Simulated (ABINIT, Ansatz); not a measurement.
# GaP (F-43m): third-order response, part 2 of 3

Aim: Raman and infrared lines of GaP (F-43m).

ABINIT 10.8.3; DFT LDA, scalar-relativistic, plane waves, HGH norm-conserving pseudopotentials.

So far, gap on the k-mesh (eV): step 4 (the gap at rest) 1.45. The relaxed cell has a = 5.320 Å (conventional setting).

**6. Zone-centre analysis**

anaddb reads the merged derivatives, imposes the acoustic sum rule and charge neutrality, and adds the LO-TO term along chosen directions.

Input file anaddb.abi:

```
ddb_filepath "gamma_DDB"
output_file "anaddb.abo"
outdata_prefix "anaddb"
asr 1
chneut 1
enunit 2
eivec 1
nph1l 1
qph1l 0.0 0.0 0.0 1.0
dieflag 1
nph2l 3
qph2l 
    1.0 0.0 0.0 0.0
    0.0 0.0 1.0 0.0
    1.0 1.0 1.0 0.0
nlflag 1
ramansr 1
alphon 1
prtmbm 1
```

Input file mrgddb.in:

```
gamma_DDB
merged
3
dfpt_gammao_DS2_DDB
dfpt_gammao_DS3_DDB
gso_DDB
```

On the command line:

```sh
> mrgddb < mrgddb.in > mrgddb.log
> OMP_NUM_THREADS=1 anaddb anaddb.abi > anaddb.log
```

anaddb.abo, the main output file:

```text
[banners, grids, parts of the stress and lines that vanish by symmetry left out]
-outvars_anaddb: echo values of input variables ----------------------

 Flags :
[...]
Dielectric Tensor and Effective Charges
[...]
Effective charge tensors after
[...]
1          1        0.000000001       -0.000000000       -0.000000000
[...]
1          2       -0.000000001        0.000000001       -0.124182173
[...]
1          3        0.000000001       -0.124182173        0.000000001
[...]
2          1       -0.000000001        0.000000000        0.000000000
[...]
2          2        0.000000001       -0.000000001        0.124182173
[...]
2          3       -0.000000001        0.124182173       -0.000000001
[...]
Phonon wavevector (reduced coordinates) :  0.00000  0.00000  0.00000
 Phonon energies in Hartree :
[...]
Phonon energies in meV     :
-  0.000000E+00  0.000000E+00  0.000000E+00  4.579588E+01  4.579588E+01
-  4.579588E+01
 Phonon frequencies in cm-1    :
-  0.000000E+00  0.000000E+00  0.000000E+00  3.693687E+02  3.693687E+02
-  3.693687E+02
 Phonon frequencies in Thz     :
-  0.000000E+00  0.000000E+00  0.000000E+00  1.107339E+01  1.107339E+01
-  1.107339E+01
 Phonon energies in Kelvin  :
-  0.000000E+00  0.000000E+00  0.000000E+00  5.314391E+02  5.314391E+02
-  5.314391E+02
[...]
-  1  0.00000000E+00  0.00000000E+00  2.33406097E-03
-     0.00000000E+00  0.00000000E+00  0.00000000E+00
-  2  0.00000000E+00  0.00000000E+00  2.33406095E-03
-     0.00000000E+00  0.00000000E+00  0.00000000E+00
[...]
-  1  0.00000000E+00 -2.33406097E-03  0.00000000E+00
-     0.00000000E+00  0.00000000E+00  0.00000000E+00
-  2  0.00000000E+00 -2.33406095E-03  0.00000000E+00
-     0.00000000E+00  0.00000000E+00  0.00000000E+00
[...]
-  1  2.33406098E-03  0.00000000E+00  0.00000000E+00
-     0.00000000E+00  0.00000000E+00  0.00000000E+00
-  2  2.33406095E-03  0.00000000E+00  0.00000000E+00
-     0.00000000E+00  0.00000000E+00  0.00000000E+00
[...]
-  1  0.00000000E+00  0.00000000E+00  1.55568312E-03
-     0.00000000E+00  0.00000000E+00  0.00000000E+00
-  2  0.00000000E+00 -1.42523527E-07 -3.50189606E-03
-     0.00000000E+00  0.00000000E+00  0.00000000E+00
[...]
-  1  1.11692491E-07 -1.55568311E-03  0.00000000E+00
-     0.00000000E+00  0.00000000E+00  0.00000000E+00
-  2 -2.51423627E-07  3.50189605E-03 -1.42518077E-07
-     0.00000000E+00  0.00000000E+00  0.00000000E+00
[...]
-  1  1.55568312E-03  1.11691118E-07  0.00000000E+00
-     0.00000000E+00  0.00000000E+00  0.00000000E+00
-  2 -3.50189605E-03 -2.51420538E-07  0.00000000E+00
-     0.00000000E+00  0.00000000E+00  0.00000000E+00
[...]
-     1          0.000000     0.000000     0.000000     0.000000
-     2         -0.000000    -0.000000    -0.000000     0.000000
-     3          0.000000     0.000000     0.000000     0.000000
-     4          0.000000     0.000000     2.669343     2.669343
-     5         -0.000000    -2.669343     0.000000     2.669343
-     6          2.669343    -0.000000    -0.000000     2.669343
[...]
-   1     Real    0.0000E+00  0.0000E+00  0.0000E+00  0.0000E+00  0.0000E+00  0.0000E+00  0.0000E+00
[...]
-   2     Real    0.0000E+00  0.0000E+00  0.0000E+00  0.0000E+00  0.0000E+00  0.0000E+00  0.0000E+00
[...]
-   3     Real    0.0000E+00  0.0000E+00  0.0000E+00  0.0000E+00  0.0000E+00  0.0000E+00  0.0000E+00
[...]
-   4     Real    0.0000E+00  0.0000E+00  1.0463E-04  0.0000E+00  0.0000E+00  0.0000E+00  1.0463E-04
[...]
-   5     Real    0.0000E+00  1.0463E-04  0.0000E+00  0.0000E+00  0.0000E+00  0.0000E+00  1.0463E-04
[...]
-   6     Real    1.0463E-04  0.0000E+00  0.0000E+00  0.0000E+00  0.0000E+00  0.0000E+00  1.0463E-04
[...]
-         0.000000000      -0.000000000       0.000000000
-        -0.000000000       0.000000000      -0.000000000
[...]
Phonon at Gamma, with non-analyticity in the
[...]
Phonon energies in Hartree :
[...]
Phonon energies in meV     :
-  0.000000E+00  0.000000E+00  0.000000E+00  4.579588E+01  4.579588E+01
-  4.982598E+01
 Phonon frequencies in cm-1    :
-  0.000000E+00  0.000000E+00  0.000000E+00  3.693687E+02  3.693687E+02
-  4.018737E+02
 Phonon frequencies in Thz     :
-  0.000000E+00  0.000000E+00  0.000000E+00  1.107339E+01  1.107339E+01
-  1.204787E+01
 Phonon energies in Kelvin  :
-  0.000000E+00  0.000000E+00  0.000000E+00  5.314391E+02  5.314391E+02
-  5.782065E+02
[...]
-  1  0.00000000E+00  0.00000000E+00  2.33406097E-03
[...]
-  2  0.00000000E+00  0.00000000E+00  2.33406095E-03
[...]
Phonon at Gamma, with non-analyticity in the
[...]
Phonon energies in Hartree :
[...]
Phonon energies in meV     :
-  0.000000E+00  0.000000E+00  0.000000E+00  4.579588E+01  4.579588E+01
-  4.982598E+01
 Phonon frequencies in cm-1    :
-  0.000000E+00  0.000000E+00  0.000000E+00  3.693687E+02  3.693687E+02
-  4.018737E+02
 Phonon frequencies in Thz     :
-  0.000000E+00  0.000000E+00  0.000000E+00  1.107339E+01  1.107339E+01
-  1.204787E+01
 Phonon energies in Kelvin  :
-  0.000000E+00  0.000000E+00  0.000000E+00  5.314391E+02  5.314391E+02
-  5.782065E+02
[...]
Phonon at Gamma, with non-analyticity in the
[...]
Phonon energies in Hartree :
[...]
Phonon energies in meV     :
-  0.000000E+00  0.000000E+00  0.000000E+00  4.579588E+01  4.579588E+01
-  4.982598E+01
 Phonon frequencies in cm-1    :
-  0.000000E+00  0.000000E+00  0.000000E+00  3.693687E+02  3.693687E+02
-  4.018737E+02
 Phonon frequencies in Thz     :
-  0.000000E+00  0.000000E+00  0.000000E+00  1.107339E+01  1.107339E+01
-  1.204787E+01
 Phonon energies in Kelvin  :
-  0.000000E+00  0.000000E+00  0.000000E+00  5.314391E+02  5.314391E+02
-  5.782065E+02
[...]
-  1  0.00000000E+00 -2.33406096E-03  2.28014416E-07
[...]
-  2  0.00000000E+00 -2.33406094E-03  2.28013303E-07
[...]
-  1  2.33406098E-03  0.00000000E+00  0.00000000E+00
[...]
-  2  2.33406095E-03  0.00000000E+00  0.00000000E+00
[...]
-  1  2.31497117E-04  9.65862184E-04 -1.19735930E-03
[...]
-  2 -5.21107949E-04 -2.17418890E-03  2.69529685E-03
[...]
-  1  1.24893651E-03 -8.24950637E-04 -4.23985869E-04
[...]
-  2 -2.81139891E-03  1.85699218E-03  9.54406735E-04
[...]
-        -0.000000000       0.000000000      -0.000000000
-        -0.000000000      -0.000000000      -0.000000000
[...]
-        -0.000000000       0.007705302      -0.006215561
-         0.007705302       0.000000000      -0.001489741
-        -0.006215561      -0.001489741      -0.000000000
[...]
-         0.000000000       0.002728453       0.005308760
-         0.002728453      -0.000000000      -0.008037214
-         0.005308760      -0.008037214      -0.000000000
[...]
Direction                     Dielectric constant
[...]
0.00000   0.00000   1.00000     11.76965982
   1.00000   1.00000   1.00000     11.76965982
-
```

Wall time 0.92 s (1 thread of Intel Xeon 6975P-C (Granite Rapids), shared host).

Read from the output:

- mean static dielectric constant: 11.77
- highest mode moved by the LO-TO term: 401.9 cm⁻¹

No LO-TO term; unit eigenvectors of the mass-weighted matrix, from anaddb's displacements. Modes at Γ, with each element's share of the kinetic energy:

```csv
mode,frequency (cm⁻¹),symmetry,Ga %,P %
1,0.0,acoustic,69,31
2,0.0,acoustic,69,31
3,0.0,acoustic,69,31
4,369.4,T2,31,69
5,369.4,T2,31,69
6,369.4,T2,31,69
```

Displacements in mode 4 (369.4 cm⁻¹), the largest set to 1:
```
Ga1  0.00  0.00  0.44
P2   0.00  0.00 -1.00
```

Trace of the oscillator strength, degenerate modes summed. Lines of the infrared spectrum (strongest = 100):

```csv
position (cm⁻¹),lines merged,"IR intensity, relative"
369,3,100
```

From anaddb's Raman susceptibilities, degenerate modes summed; transverse modes, the longitudinal lines of polar modes are not listed. Lines of the Raman spectrum (strongest = 100):

```csv
position (cm⁻¹),lines merged,"Raman activity (Å⁴/amu), powder, relative"
369,3,100
```

Static dielectric tensor (ions relaxed, fixed cell):

```
11.77  0.00  0.00
 0.00 11.77  0.00
 0.00  0.00 11.77
```

Non-linear optical d (pm/V). Tensor:

```csv
field along,xx,yy,zz,yz,xz,xy
x,0,0,0,33.2,0,0
y,0,0,0,0,33.2,0
z,0,0,0,0,0,33.2
```

The rule moves no optical mode by more than 0.1 cm⁻¹.

**7. Sum rules set otherwise (asr 0)**

Without the rule the raw error of the acoustic modes shows.

Changes to anaddb.abi since step 6:

```diff
@@ -3,4 +3,4 @@
 outdata_prefix "anaddb"
-asr 1
-chneut 1
+asr 0
+chneut 0
 enunit 2
```

mrgddb.in is that of step 6.

anaddb.abo, the main output file:

```text
[banners, grids, parts of the stress and lines that vanish by symmetry left out]
-outvars_anaddb: echo values of input variables ----------------------

 Flags :
[...]
Dielectric Tensor and Effective Charges
[...]
Effective charge tensors after
[...]
1          1        0.000000001       -0.000000000       -0.000000000
[...]
1          2       -0.000000001        0.000000001       -0.124182173
[...]
1          3        0.000000001       -0.124182173        0.000000001
[...]
2          1       -0.000000001        0.000000000        0.000000000
[...]
2          2        0.000000001       -0.000000001        0.124182173
[...]
2          3       -0.000000001        0.124182173       -0.000000001
[...]
Phonon wavevector (reduced coordinates) :  0.00000  0.00000  0.00000
 Phonon energies in Hartree :
[...]
Phonon energies in meV     :
-  9.821776E-02  9.821777E-02  9.821779E-02  4.579613E+01  4.579613E+01
-  4.579613E+01
 Phonon frequencies in cm-1    :
-  7.921797E-01  7.921797E-01  7.921799E-01  3.693707E+02  3.693707E+02
-  3.693707E+02
 Phonon frequencies in Thz     :
-  2.374895E-02  2.374895E-02  2.374896E-02  1.107345E+01  1.107345E+01
-  1.107345E+01
 Phonon energies in Kelvin  :
-  1.139770E+00  1.139770E+00  1.139770E+00  5.314420E+02  5.314420E+02
-  5.314420E+02
[...]
-  1  0.00000000E+00  2.97337734E-07 -2.33407256E-03
-     0.00000000E+00  0.00000000E+00  0.00000000E+00
-  2  0.00000000E+00  2.97332926E-07 -2.33403482E-03
-     0.00000000E+00  0.00000000E+00  0.00000000E+00
[...]
-  1  0.00000000E+00  2.33407256E-03  2.97338093E-07
-     0.00000000E+00  0.00000000E+00  0.00000000E+00
-  2  0.00000000E+00  2.33403482E-03  2.97333286E-07
-     0.00000000E+00  0.00000000E+00  0.00000000E+00
[...]
-  1  2.33407258E-03  0.00000000E+00  0.00000000E+00
-     0.00000000E+00  0.00000000E+00  0.00000000E+00
-  2  2.33403484E-03  0.00000000E+00  0.00000000E+00
-     0.00000000E+00  0.00000000E+00  0.00000000E+00
[...]
-  1  0.00000000E+00  0.00000000E+00  1.55566571E-03
-     0.00000000E+00  0.00000000E+00  0.00000000E+00
-  2  0.00000000E+00  0.00000000E+00 -3.50191347E-03
-     0.00000000E+00  0.00000000E+00  0.00000000E+00
[...]
-  1  0.00000000E+00 -1.55566571E-03  0.00000000E+00
-     0.00000000E+00  0.00000000E+00  0.00000000E+00
-  2 -2.18384500E-07  3.50191346E-03  0.00000000E+00
-     0.00000000E+00  0.00000000E+00  0.00000000E+00
[...]
-  1  1.55566571E-03  0.00000000E+00  0.00000000E+00
-     0.00000000E+00  0.00000000E+00  0.00000000E+00
-  2 -3.50191346E-03 -2.18384500E-07  0.00000000E+00
-     0.00000000E+00  0.00000000E+00  0.00000000E+00
[...]
-     1         -0.000000     0.000000     0.005350     0.005350
-     2          0.000000    -0.005350     0.000000     0.005350
-     3         -0.005350     0.000000     0.000000     0.005350
-     4          0.000000     0.000000     2.671266     2.671266
-     5         -0.000000    -2.671266    -0.000000     2.671266
-     6          2.671266     0.000000    -0.000000     2.671266
[...]
-   1     Real    0.0000E+00  0.0000E+00  3.1186E-10  0.0000E+00  0.0000E+00  0.0000E+00  3.1186E-10
[...]
-   2     Real    0.0000E+00  3.1186E-10  0.0000E+00  0.0000E+00  0.0000E+00  0.0000E+00  3.1186E-10
[...]
-   3     Real    3.1186E-10  0.0000E+00  0.0000E+00  0.0000E+00  0.0000E+00  0.0000E+00  3.1186E-10
[...]
-   4     Real    0.0000E+00  0.0000E+00  1.0478E-04  0.0000E+00  0.0000E+00  0.0000E+00  1.0478E-04
[...]
-   5     Real    0.0000E+00  1.0478E-04  0.0000E+00  0.0000E+00  0.0000E+00  0.0000E+00  1.0478E-04
[...]
-   6     Real    1.0478E-04  0.0000E+00  0.0000E+00  0.0000E+00  0.0000E+00  0.0000E+00  1.0478E-04
[...]
-        -0.000000000       0.000000075      -0.000000000
-         0.000000075       0.000000000      -0.000000000
[...]
Phonon at Gamma, with non-analyticity in the
[...]
Phonon energies in Hartree :
[...]
Phonon energies in meV     :
-  9.821776E-02  9.821777E-02  1.030383E-01  4.579613E+01  4.579613E+01
-  4.983181E+01
 Phonon frequencies in cm-1    :
-  7.921797E-01  7.921797E-01  8.310602E-01  3.693707E+02  3.693707E+02
-  4.019206E+02
 Phonon frequencies in Thz     :
-  2.374895E-02  2.374895E-02  2.491456E-02  1.107345E+01  1.107345E+01
-  1.204928E+01
 Phonon energies in Kelvin  :
-  1.139770E+00  1.139770E+00  1.195710E+00  5.314420E+02  5.314420E+02
-  5.782741E+02
[...]
-  1  0.00000000E+00  2.97051073E-07 -2.33407256E-03
[...]
-  2  0.00000000E+00  2.97046270E-07 -2.33403482E-03
[...]
Phonon at Gamma, with non-analyticity in the
[...]
Phonon energies in Hartree :
[...]
Phonon energies in meV     :
-  9.821777E-02  9.821779E-02  1.030383E-01  4.579613E+01  4.579613E+01
-  4.983181E+01
 Phonon frequencies in cm-1    :
-  7.921797E-01  7.921799E-01  8.310599E-01  3.693707E+02  3.693707E+02
-  4.019206E+02
 Phonon frequencies in Thz     :
-  2.374895E-02  2.374896E-02  2.491455E-02  1.107345E+01  1.107345E+01
-  1.204928E+01
 Phonon energies in Kelvin  :
-  1.139770E+00  1.139770E+00  1.195710E+00  5.314420E+02  5.314420E+02
-  5.782741E+02
[...]
Phonon at Gamma, with non-analyticity in the
[...]
Phonon energies in Hartree :
[...]
Phonon energies in meV     :
-  9.821776E-02  9.821778E-02  1.030383E-01  4.579613E+01  4.579613E+01
-  4.983181E+01
 Phonon frequencies in cm-1    :
-  7.921797E-01  7.921798E-01  8.310600E-01  3.693707E+02  3.693707E+02
-  4.019206E+02
 Phonon frequencies in Thz     :
-  2.374895E-02  2.374895E-02  2.491455E-02  1.107345E+01  1.107345E+01
-  1.204928E+01
 Phonon energies in Kelvin  :
-  1.139770E+00  1.139770E+00  1.195710E+00  5.314420E+02  5.314420E+02
-  5.782741E+02
[...]
-  1  1.89174454E-03 -1.14566629E-03 -7.46087220E-04
[...]
-  2  1.89171396E-03 -1.14564776E-03 -7.46075155E-04
[...]
-  1  1.34782259E-03  1.34781695E-03  1.34781507E-03
[...]
-  2  1.34701788E-03  1.34701223E-03  1.34701035E-03
[...]
-  1  2.31393731E-04  9.65917952E-04 -1.19731168E-03
[...]
-  2 -5.20883641E-04 -2.17434957E-03  2.69523322E-03
[...]
-  1  1.24894121E-03 -8.24863455E-04 -4.24077757E-04
[...]
-  2 -2.81145493E-03  1.85682593E-03  9.54629002E-04
[...]
-         0.000002117      -0.000000000       0.000002117
-         0.000002117       0.000002117      -0.000000000
[...]
-        -0.000000000       0.007705082      -0.006215989
-         0.007705082       0.000000000      -0.001489092
-        -0.006215989      -0.001489092      -0.000000000
[...]
-         0.000000000       0.002729075       0.005308259
-         0.002729075      -0.000000000      -0.008037334
-         0.005308259      -0.008037334      -0.000000000
[...]
Direction                     Dielectric constant
[...]
0.00000   0.00000   1.00000     11.77228332
   1.00000   1.00000   1.00000     11.77228332
-
```

Run time: 0.9 s. Hardware: 1 thread.

Zone-centre frequencies as printed; negative means imaginary. Modes:

```csv
mode,frequency (cm⁻¹)
1,0.79
2,0.79
3,0.79
4,369.4
5,369.4
6,369.4
```

(Continued in part 3 of 3.)

[Host names and launcher messages were left out of these logs when they were recorded.]

[Logs are printed without paths, hosts, clocks, repeated set-up lines and the standing remarks that a program may print on its own settings, such as how far it seeks lower states.]

[Hosts, paths, dates, database ids (printed as entryN), source tags and the programs' standing remarks are cut or masked in the printed files.]
